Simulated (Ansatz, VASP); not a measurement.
Two plane-wave programs on PbF2

POSCAR

```
PbF2
1.0
    0.0000000000      3.0589455000      3.0143977500
    3.0589455000      0.0000000000      3.0143977500
    3.0589455000      3.0589455000      0.0000000000
Pb F
1 2
Direct
    0.0000000000      0.0000000000      0.0000000000
    0.2500000000      0.2500000000      0.2500000000
    0.7500000000      0.7500000000      0.7500000000
```

The input INCAR.step1:

```
PREC = Accurate
ENCUT = 520
ISMEAR = 0
SIGMA = 0.05
LREAL = False
LASPH = True
NELM = 60
NBANDS = 21
GGA = PE
ALGO = Normal
EDIFF = 1E-4
LWAVE = True
LCHARG = False
```

INCAR.step2

```
PREC = Accurate
ENCUT = 520
EDIFF = 1E-7
ISMEAR = 0
SIGMA = 0.05
LREAL = False
LASPH = True
NELM = 60
ALGO = Normal
ISIF = 2
LWAVE = False
LCHARG = False
METAGGA = R2SCAN
LMIXTAU = True
NBANDS = 21
ISTART = 1
```

The input KPOINTS:

```
regular mesh
0
Gamma
  8 8 8
```

Input for Ansatz:

```yaml
crystal:
  lattice:
    - [0.0, 3.0589455, 3.01439775]
    - [3.0589455, 0.0, 3.01439775]
    - [3.0589455, 3.0589455, 0.0]
  atoms:
    - { symbol: Pb, position: [0.0, 0.0, 0.0] }
    - { symbol: F, position: [0.25, 0.25, 0.25] }
    - { symbol: F, position: [0.75, 0.75, 0.75] }
basis:
  ecutwfc: 500
kpoints:
  mp_grid: { grid: [8, 8, 8] }
hamiltonian:
  xc: r2scan
scf:
  occupations: { method: gaussian, width: 0.05 }
output:
  forces: true
  stress: true
  eigenvalues: true
```

Change from the starting cell: strain +0.030 along x and y, +0.015 along z, atoms carried along.

Alike in both runs: task single point; functional r2SCAN; k mesh 8 × 8 × 8; occupations gaussian, width 0.05 eV; no spin polarisation.

```csv
,VASP,Ansatz
version,VASP 6.6.1,Ansatz 0.2.0
potentials or method,"VASP PAW PBE potentials, release 64 (Pb_d, F)","scalar-relativistic, plane waves, PAW"
plane-wave cutoff (eV),520,500
valence electrons in the cell,28,28
```

|  | VASP | Ansatz | Ansatz less VASP |
| --- | --- | --- | --- |
| gap on the k mesh at the Fermi level (eV) | 4.88 | 4.88 | +0.001 |
| least direct gap on the mesh (eV) | 5.06 | 5.06 | 0.000 |
| pressure (GPa) | -5.4 | -5.3 | +0.13 |
| largest component of the traceless stress (GPa) | 0.55 | 0.55 | 0.000 |

With one functional, cell and mesh, what is left measures potentials, basis and numerics.

Caveats: the PAW data sets were made with another functional, which shifts forces and pressure a little (VASP); spin-orbit coupling is left out, which as a rule narrows the gap of such compounds by several tenths of an eV. A k mesh can miss the band edges.
